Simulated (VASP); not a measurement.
# CdS (Hawleyite) (F-43m) in VASP: further runs, part 2 of 2

VASP 6.6.1.

## (3) Dielectric tensor, LDA

Input file INCAR:

```
ALGO = Normal ; EDIFF = 1E-8
ENCUT = 520 ; GGA = CA
ISIF = 2 ; ISMEAR = 0
LASPH = True ; LCHARG = False
LEPSILON = True ; LREAL = False
LWAVE = False ; NELM = 100
PREC = Accurate ; SIGMA = 0.01
```

Input file KPOINTS:

```
k-points
0
Gamma
  8 8 8
```

Input file POSCAR:

```
CdS
1.0
    0.0000000000      2.9165000000      2.9165000000
    2.9165000000      0.0000000000      2.9165000000
    2.9165000000      2.9165000000      0.0000000000
Cd S
1 1
Direct
    0.0000000000      0.0000000000      0.0000000000
    0.7500000000      0.7500000000      0.7500000000
```

Potentials or basis: VASP PAW LDA potentials, release 64 (Cd, S).

The run is started by

```
> cat potpaw_LDA.64/Cd/POTCAR potpaw_LDA.64/S/POTCAR > POTCAR
> mpirun -np 1 vasp_std > vasp.out
```

OUTCAR:

```text
EDIFF = 1E-8
   ENCUT = 520
   GGA = CA
   ISIF = 2
   ISMEAR = 0
   LASPH = True
   LEPSILON = True
   LREAL = False
   NELM = 100
   PREC = Accurate

 Found     29 irreducible k-points:

 Following reciprocal coordinates:
            Coordinates               Weight
  0.000000  0.000000  0.000000      1.000000
  0.125000  0.000000  0.000000      8.000000
  0.250000  0.000000  0.000000      8.000000
  0.375000  0.000000  0.000000      8.000000
  0.500000  0.000000  0.000000      4.000000
  0.125000  0.125000  0.000000      6.000000
   k-points           NKPTS =     29   k-points in BZ     NKDIM =     29   number of bands    NBANDS=     13
   number of dos      NEDOS =    301   number of ions     NIONS =      2
   total plane-waves  NPLWV =  32768
   dimension x,y,z NGX =    32 NGY =   32 NGZ =   32
   dimension x,y,z NGXF=    64 NGYF=   64 NGZF=   64
   ions per type =               1   1
   NGX,Y,Z   is equivalent  to a cutoff of  12.90, 12.90, 12.90 a.u.
   NGXF,Y,Z  is equivalent  to a cutoff of  25.80, 25.80, 25.80 a.u.
 SYSTEM =  unknown system
   PREC   = accura    normal or accurate (medium, high low for compatibility)
   ISTART =      0    job   : 0-new  1-cont  2-samecut
   ICHARG =      2    charge: 1-file 2-atom 10-const
   ISPIN  =      1    spin polarized calculation?
   LNONCOLLINEAR =      F non collinear calculations
   LSORBIT =      F    spin-orbit coupling
   LASPH  =      T    aspherical Exc in radial PAW
   ENCUT  =  520.0 eV  38.22 Ry    6.18 a.u.   7.67  7.67  7.67*2*pi/ulx,y,z
   NELM   =    100;   NELMIN=  2; NELMDL= -5     # of ELM steps
   EDIFF  = 0.1E-07   stopping-criterion for ELM
   LREAL  =      F    real-space projection
   EDIFFG = 0.1E-06   stopping-criterion for IOM
   NSW    =      0    number of steps for IOM
   IBRION =     -1    ionic relax: 0-MD 1-quasi-New 2-CG
[... 8 lines left out ...]
   EMIN   =  10.00;   EMAX   =-10.00  energy-range for DOS
   EFERMI =   0.00;   METHOD = LEGACY
   ISMEAR =     0;   SIGMA  =   0.01  broadening in eV -4-tet -1-fermi 0-gaus
   EFERMI_NEDOS =   21; number of points for ismear=-14 and -15
   IALGO  =     38    algorithm
   IMIX   =      4    mixing-type and parameters
     AMIX     =   0.40;   BMIX     =  1.00
     AMIX_MAG =   1.60;   BMIX_MAG =  1.00
  volume/ion in A,a.u.               =      24.81       167.41
  Fermi-wavevector in a.u.,A,eV,Ry     =   1.167599  2.206442 18.548649  1.363287
  Thomas-Fermi vector in A             =   2.304097
   LORBIT       =      0    0 simple, 1 ext, 2 COOP (PROOUT), +10 PAW based schemes
   GGA     = CA    functional components
   LHFCALC =     F    Hartree Fock is set to
   AEXX    =    0.0000 exact exchange contribution
   IVDW    =     0    specifies the selected vdW correction
   LEPSILON=     T    determine dielectric tensor
   LRPA    =     F    only Hartree local field effects (RPA)
 non-spin polarized calculation
 Gauss-broadening in eV      SIGMA  =   0.01
  energy-cutoff  :      520.00
  volume of cell :       49.62
 maximum number of plane-waves:      1363
   NGX = 15   NGY = 15   NGZ = 15

--------------------------------------- Ionic step        1  -------------------------------------------

 number of electron      18.0000004 magnetization

 E-fermi :   1.2397     XC(G=0):  -9.5861

 val. band max:        1.1270107708   @ k =   0.0000   0.0000   0.0000
 cond. band min:       2.0191566945   @ k =   0.0000   0.0000   0.0000
[... 102 lines left out ...]
  Direction    XX          YY          ZZ          XY          YZ          ZX
  --------------------------------------------------------------------------------------
  -------------------------------------------------------------------------------------
  Total       -0.6163493     -0.6163493     -0.6163493      0.0000000      0.0000000     -0.0000000
  in kB      -19.9031367    -19.9031367    -19.9031367      0.0000000      0.0000000     -0.0000000
  external PRESSURE =     -19.9031367 kB  Pullay stress =       0.0000000 kB

 VOLUME and BASIS-vectors are now :
 -----------------------------------------------------------------------------
  energy-cutoff  :      520.00
  volume of cell :       49.62
      direct lattice vectors                 reciprocal lattice vectors
     0.000000000  2.916500000  2.916500000    -0.171438368  0.171438368  0.171438368
     2.916500000  0.000000000  2.916500000     0.171438368 -0.171438368  0.171438368
     2.916500000  2.916500000  0.000000000     0.171438368  0.171438368 -0.171438368

 POSITION                                       TOTAL-FORCE (eV/Angst)
 -----------------------------------------------------------------------------------
      0.00000      0.00000      0.00000         0.000000      0.000000      0.000000
      4.37475      4.37475      4.37475        -0.000000     -0.000000     -0.000000
 -----------------------------------------------------------------------------------
    total drift:                               -0.000000     -0.000000     -0.000000

  FREE ENERGIE OF THE ION-ELECTRON SYSTEM (eV)
  ---------------------------------------------------
  free  energy   TOTEN  =        -7.3978062777 eV

  energy  without entropy=       -7.3978062777  energy(sigma->0) =       -7.39780628

 HEAD OF MICROSCOPIC STATIC DIELECTRIC TENSOR (INDEPENDENT PARTICLE, excluding Hartree and local field effects)
 ------------------------------------------------------
           7.983846     0.000000     0.000000
           0.000000     7.983846    -0.000000
           0.000000     0.000000     7.983846
 ------------------------------------------------------

 Free energy of the ion-electron system (eV)
  ---------------------------------------------------
  ---------------------------------------------------
  free energy    TOTEN  =        -0.93889701 eV

  energy without entropy =       -0.93889701

------------------------ aborting loop because EDIFF is reached ----------------------------------------

--------------------------------------- Ionic step        2  -------------------------------------------

------------------------ aborting loop because EDIFF is reached ----------------------------------------

--------------------------------------- Ionic step        3  -------------------------------------------

 Free energy of the ion-electron system (eV)
  ---------------------------------------------------
  ---------------------------------------------------
  free energy    TOTEN  =        -0.93889673 eV

  energy without entropy =       -0.93889673

------------------------ aborting loop because EDIFF is reached ----------------------------------------

 PIEZOELECTRIC TENSOR FIELD DIRECTION 3  (e Angst)
 -----------------------------------------------------------------------------
    -0.00130  2.02257  0.00000           ( -0.00000 -0.03081  0.00000)
     2.02257 -0.00130  0.00000           ( -0.03081 -0.00000  0.00000)
     0.00000  0.00000  0.00056           (  0.00000  0.00000 -0.00000)

 PIEZOELECTRIC TENSOR FIELD DIRECTION 3  (C/m^2)
 -----------------------------------------------------------------------------
    -0.00042  0.65313  0.00000
     0.65313 -0.00042  0.00000
     0.00000  0.00000  0.00018

 MACROSCOPIC STATIC DIELECTRIC TENSOR (including local field effects in DFT)
 ------------------------------------------------------
           7.546041     0.000000    -0.000000
           0.000000     7.546041    -0.000000
           0.000000     0.000000     7.546041
 ------------------------------------------------------

 PIEZOELECTRIC TENSOR (including local field effects)  for field in x, y, z        (e  Angst)
          XX          YY          ZZ          XY          YZ          ZX
  --------------------------------------------------------------------------------
  x     0.00000    -0.00000    -0.00000     0.00000     2.03755     0.00000
  y    -0.00000     0.00000    -0.00000     0.00000     0.00000     2.03755
  z     0.00000    -0.00000     0.00000     2.03755     0.00000     0.00000

 PIEZOELECTRIC TENSOR (including local field effects)  for field in x, y, z        (C/m^2)
          XX          YY          ZZ          XY          YZ          ZX
  --------------------------------------------------------------------------------
  x     0.00000    -0.00000    -0.00000     0.00000     0.65797     0.00000
  y    -0.00000     0.00000    -0.00000     0.00000     0.00000     0.65797
  z     0.00000    -0.00000     0.00000     0.65797     0.00000     0.00000

 BORN EFFECTIVE CHARGES (including local field effects) (in |e|, cummulative output)
 ---------------------------------------------------------------------------------
 ion    1
    1     2.22111    -0.00000    -0.00000
    2    -0.00000     2.22111     0.00000
    3    -0.00000    -0.00000     2.22111
 ion    2
    1    -2.22111     0.00000     0.00000
    2     0.00000    -2.22111    -0.00000
    3     0.00000     0.00000    -2.22111
```

OSZICAR:

```text
N       E                     dE             d eps       ncg     rms          rms(c)
DAV:   1     0.109852237747E+03    0.10985E+03   -0.91210E+03   770   0.126E+03
[... 12 lines left out ...]
RMM:   5    -0.937226497144E+00   -0.98563E-02   -0.12379E-03  3961   0.235E-01    0.364E-02
RMM:   6    -0.938725705143E+00   -0.14992E-02   -0.57191E-05  4028   0.518E-02    0.162E-02
RMM:   7    -0.938838085979E+00   -0.11238E-03   -0.26740E-06  4085   0.141E-02    0.205E-03
RMM:   8    -0.938893550343E+00   -0.55464E-04    0.37395E-06  3980   0.315E-03    0.740E-04
RMM:   9    -0.938893690866E+00   -0.14052E-06    0.43088E-06  3963   0.933E-04    0.406E-04
RMM:  10    -0.938897645749E+00   -0.39549E-05    0.11492E-06  4085   0.367E-04    0.465E-05
RMM:  11    -0.938896928030E+00    0.71772E-06    0.23333E-07  2635   0.826E-05    0.136E-05
RMM:  12    -0.938896731579E+00    0.19645E-06   -0.23556E-09  2095   0.629E-05    0.712E-06
```

stdout:

```text
POSCAR found type information on POSCAR CdS
 POSCAR found :  2 types and       2 ions
 scaLAPACK will be used
 LDA part: xc-table for (Slater(with rela. corr.)+CA(PZ))
 , standard interpolation
 POSCAR, INCAR and KPOINTS ok, starting setup
 FFT: planning ... GRIDC
 FFT: planning ... GRID_SOFT
 FFT: planning ... GRID
 WAVECAR not read
 entering main loop
 Linear response reoptimize wavefunctions to high precision
 Linear response G [H, r] |phi>, progress :
  Direction:   1
 Linear response G [H, r] |phi>, progress :
  Direction:   2
 Linear response G [H, r] |phi>, progress :
  Direction:   3
 Linear response to external field (no local field effect), progress :
  Direction:   1
 dielectric tensor                  component  1 :     8.802     2.857     0.885
 Linear response to external field (no local field effect), progress :
  Direction:   2
 dielectric tensor                  component  2 :     2.857     9.146    -1.170
 Linear response to external field (no local field effect), progress :
  Direction:   3
 dielectric tensor                  component  3 :     0.888    -1.171     6.004
 Linear response to external field, progress :
  Direction:   1
 dielectric tensor                  component  1 :     7.546     1.340     0.569
 Linear response to external field, progress :
  Direction:   2
 dielectric tensor                  component  2 :     1.305     7.546     0.433
 Linear response to external field, progress :
  Direction:   3
 dielectric tensor                  component  3 :     1.022     0.886     7.546
 Born effective charges drift removed
```

It took 2.1 min on 1 thread of Intel Xeon 6975P-C (Granite Rapids), shared host; peak memory 0.28 GiB.

These settings aren't checked as converged: the numbers below hold their error.

What came out:

```yaml
Band_gap_on_the_k_mesh: 0.89 eV, direct
Electronic_dielectric_tensor_diagonal: 7.55
Born_charges_mean_of_the_diagonal: Cd +2.22; S -2.22 e
```

## (4) Dielectric tensor, LDA

Edit INCAR of step 3 so:

```diff
@@ -1,3 +1,3 @@
 ALGO = Normal ; EDIFF = 1E-8
-ENCUT = 520 ; GGA = CA
+ENCUT = 460 ; GGA = CA
 ISIF = 2 ; ISMEAR = 0
```

Input file KPOINTS:

```
k-points
0
Gamma
  9 9 9
```

POSCAR is that of step 3.

Potentials or basis: VASP PAW LDA potentials, release 64 (Cd, S).

The run is started by

```
> cat potpaw_LDA.64/Cd/POTCAR potpaw_LDA.64/S/POTCAR > POTCAR
> mpirun -np 1 vasp_std > vasp.out
```

OUTCAR:

```text
EDIFF = 1E-8
   ENCUT = 460
   GGA = CA
   ISIF = 2
   ISMEAR = 0
   LASPH = True
   LEPSILON = True
   LREAL = False
   NELM = 100
   PREC = Accurate

 Found     35 irreducible k-points:

 Following reciprocal coordinates:
            Coordinates               Weight
  0.000000  0.000000  0.000000      1.000000
  0.111111  0.000000  0.000000      8.000000
  0.222222  0.000000  0.000000      8.000000
  0.333333  0.000000  0.000000      8.000000
  0.444444  0.000000  0.000000      8.000000
  0.111111  0.111111  0.000000      6.000000
   k-points           NKPTS =     35   k-points in BZ     NKDIM =     35   number of bands    NBANDS=     13
   number of dos      NEDOS =    301   number of ions     NIONS =      2
   total plane-waves  NPLWV =  27000
   dimension x,y,z NGX =    30 NGY =   30 NGZ =   30
   dimension x,y,z NGXF=    60 NGYF=   60 NGZF=   60
   ions per type =               1   1
   NGX,Y,Z   is equivalent  to a cutoff of  12.09, 12.09, 12.09 a.u.
   NGXF,Y,Z  is equivalent  to a cutoff of  24.18, 24.18, 24.18 a.u.
 SYSTEM =  unknown system
   PREC   = accura    normal or accurate (medium, high low for compatibility)
   ISTART =      0    job   : 0-new  1-cont  2-samecut
   ICHARG =      2    charge: 1-file 2-atom 10-const
   ISPIN  =      1    spin polarized calculation?
   LNONCOLLINEAR =      F non collinear calculations
   LSORBIT =      F    spin-orbit coupling
[... 208 lines left out ...]
  free energy    TOTEN  =        -0.89206057 eV

  energy without entropy =       -0.89206057

------------------------ aborting loop because EDIFF is reached ----------------------------------------

 PIEZOELECTRIC TENSOR FIELD DIRECTION 3  (e Angst)
 -----------------------------------------------------------------------------
    -0.00139  1.99697  0.00000           (  0.00000 -0.03138  0.00000)
     1.99697 -0.00139  0.00000           ( -0.03138  0.00000  0.00000)
     0.00000  0.00000  0.00055           (  0.00000  0.00000 -0.00000)

 PIEZOELECTRIC TENSOR FIELD DIRECTION 3  (C/m^2)
 -----------------------------------------------------------------------------
    -0.00045  0.64486  0.00000
     0.64486 -0.00045  0.00000
     0.00000  0.00000  0.00018

 MACROSCOPIC STATIC DIELECTRIC TENSOR (including local field effects in DFT)
 ------------------------------------------------------
           7.210865    -0.000000     0.000000
           0.000000     7.210865    -0.000000
           0.000000    -0.000000     7.210865
 ------------------------------------------------------

 PIEZOELECTRIC TENSOR (including local field effects)  for field in x, y, z        (e  Angst)
          XX          YY          ZZ          XY          YZ          ZX
  --------------------------------------------------------------------------------
  x    -0.00000     0.00000    -0.00000     0.00000     2.01273     0.00000
  y    -0.00000    -0.00000     0.00000     0.00000     0.00000     2.01273
  z    -0.00000    -0.00000     0.00000     2.01273     0.00000     0.00000

 PIEZOELECTRIC TENSOR (including local field effects)  for field in x, y, z        (C/m^2)
          XX          YY          ZZ          XY          YZ          ZX
  --------------------------------------------------------------------------------
  x    -0.00000     0.00000    -0.00000     0.00000     0.64995     0.00000
  y    -0.00000    -0.00000     0.00000     0.00000     0.00000     0.64995
  z    -0.00000    -0.00000     0.00000     0.64995     0.00000     0.00000

 BORN EFFECTIVE CHARGES (including local field effects) (in |e|, cummulative output)
 ---------------------------------------------------------------------------------
 ion    1
    1     2.20457    -0.00000    -0.00000
    2     0.00000     2.20457     0.00000
    3    -0.00000     0.00000     2.20457
 ion    2
    1    -2.20457     0.00000     0.00000
    2    -0.00000    -2.20457    -0.00000
    3     0.00000    -0.00000    -2.20457
```

OSZICAR:

```text
N       E                     dE             d eps       ncg     rms          rms(c)
DAV:   1     0.101031018336E+03    0.10103E+03   -0.86417E+03   942   0.115E+03
DAV:   2    -0.342833395224E+01   -0.10446E+03   -0.10032E+03  1030   0.285E+02
[... 12 lines left out ...]
RMM:   6    -0.891910143973E+00   -0.15011E-02   -0.62586E-05  5309   0.535E-02    0.164E-02
RMM:   7    -0.892001432779E+00   -0.91289E-04   -0.39709E-06  5380   0.149E-02    0.205E-03
RMM:   8    -0.892057086829E+00   -0.55654E-04   -0.52323E-07  5329   0.322E-03    0.758E-04
RMM:   9    -0.892057258676E+00   -0.17185E-06   -0.51136E-08  5199   0.943E-04    0.405E-04
RMM:  10    -0.892061406835E+00   -0.41482E-05   -0.11123E-08  5400   0.343E-04    0.562E-05
RMM:  11    -0.892060681890E+00    0.72494E-06   -0.42349E-08  3741   0.881E-05    0.118E-05
RMM:  12    -0.892060571584E+00    0.11031E-06    0.81535E-10  2182   0.538E-05    0.381E-06
```

stdout:

```text
POSCAR found type information on POSCAR CdS
 POSCAR found :  2 types and       2 ions
 scaLAPACK will be used
 LDA part: xc-table for (Slater(with rela. corr.)+CA(PZ))
 , standard interpolation
 POSCAR, INCAR and KPOINTS ok, starting setup
 FFT: planning ... GRIDC
 FFT: planning ... GRID_SOFT
 FFT: planning ... GRID
 WAVECAR not read
 entering main loop
 Linear response reoptimize wavefunctions to high precision
 Linear response G [H, r] |phi>, progress :
  Direction:   1
 Linear response G [H, r] |phi>, progress :
  Direction:   2
 Linear response G [H, r] |phi>, progress :
  Direction:   3
 Linear response to external field (no local field effect), progress :
  Direction:   1
 dielectric tensor                  component  1 :     8.443     2.852     0.864
 Linear response to external field (no local field effect), progress :
  Direction:   2
 dielectric tensor                  component  2 :     2.852     8.865    -1.209
 Linear response to external field (no local field effect), progress :
  Direction:   3
 dielectric tensor                  component  3 :     0.867    -1.210     5.655
 Linear response to external field, progress :
  Direction:   1
 dielectric tensor                  component  1 :     7.211     1.259     0.603
 Linear response to external field, progress :
  Direction:   2
 dielectric tensor                  component  2 :     1.204     7.211     0.409
 Linear response to external field, progress :
  Direction:   3
 dielectric tensor                  component  3 :     0.946     0.914     7.211
 Born effective charges drift removed
```

Run time: 3.4 min. Hardware: 1 thread of Intel Xeon 6975P-C (Granite Rapids), shared host; peak memory 0.3 GiB.

These settings aren't checked as converged: the numbers below hold their error.

What came out:

* Band gap on the k mesh: 0.89 eV, direct
* Electronic dielectric tensor (diagonal): 7.21
* Born charges (mean of the diagonal): Cd +2.20; S -2.20 e

## (5) For comparison

An earlier run on the cell as given: functional PBE; potentials or basis VASP PAW PBE potentials, release 64 (Cd, S); cutoff 520 eV; k mesh 8 × 8 × 8; occupations fermi-dirac, width 0.05 eV; no spin polarisation.

- Pressure: 3.2 GPa
- Band gap on the k mesh: 1.15 eV, direct
